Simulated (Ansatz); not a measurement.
**²⁷Al fingerprints of the forms of Al2O3**

The numbers come from a DFT calculation in Ansatz (r2SCAN, plane waves and PAW, scalar-relativistic, 500 eV cutoff). Q(²⁷Al) = 146.6 mb, I = 5/2. The cells come from the COD and the Materials Project (computed, not necessarily observed phases), with the atoms as given or relaxed (PBE, cell held). Spin–orbit coupling is left out.

(1) Rank the structures by their largest ²⁷Al |C_Q|, smallest first.
A. Ia-3, 40 atoms in the cell run; Al sites: (1) 6 O at 1.90 Å. (2) 6 O at 1.85–1.97 Å.
B. R-3c, 10 atoms in the cell run; Al site: 6 O at 1.86–1.97 Å
C. P-31c, 20 atoms in the cell run; Al sites: (1) 6 O at 1.83–1.99 Å. (2) 6 O at 1.92 Å. (3) 6 O at 1.92 Å.

Answers

(1) B (1.99 MHz), C (6.19 MHz), A (7.76 MHz).
